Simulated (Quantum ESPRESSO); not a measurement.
**K in Quantum ESPRESSO: the effect of functional**

The system is K.

```
K
1.0
    -2.69756    2.69756    2.69756
     2.69756   -2.69756    2.69756
     2.69756    2.69756   -2.69756
K
1
Direct
  0.00000 0.00000 0.00000
```

Alike in all runs:

```yaml
Program: Quantum ESPRESSO 7.5
Task: phonons
k_mesh: 5 × 5 × 5
Occupations: cold, width 0.2 eV
Spin: no spin polarisation
```

Each run relaxes the cell or the atoms first.

Problem. One run gave: relaxed volume 79.39 Å³/atom; highest phonon frequency 78 cm⁻¹. Which functional did it use?
A. revPBE
B. PW91
C. PBEsol
D. LDA
E. vdW-DF-cx

Solution. A.

```csv
functional,potentials or basis,cutoff,relaxed volume (Å³/atom),highest phonon frequency (cm⁻¹)
LDA,PseudoDojo 0.4.1 SR LDA standard,980 eV,63.90,92
PBEsol,PseudoDojo 0.4.1 SR PBEsol standard,1007 eV,70.72,84
revPBE,PseudoDojo 0.4.1 SR PBE standard,1007 eV,79.39,78
PW91,PseudoDojo 0.4.1 SR PBE standard,1007 eV,73.63,79
WC,PseudoDojo 0.4.1 SR PBE standard,1007 eV,72.42,83
vdW-DF-cx,PseudoDojo 0.4.1 SR PBE standard,1007 eV,75.68,85
```

Caveats: the mesh is thin for the phonons of a metal; the q point doesn't lie on the k mesh, which can shift a metal's frequencies strongly unless the mesh is converged; the potentials were made for another functional, which shifts forces and pressure (some runs); the volume moved by over 15 % at a fixed basis, so the end points are rough (some runs).

Runs at the PBE level aren't shown here.
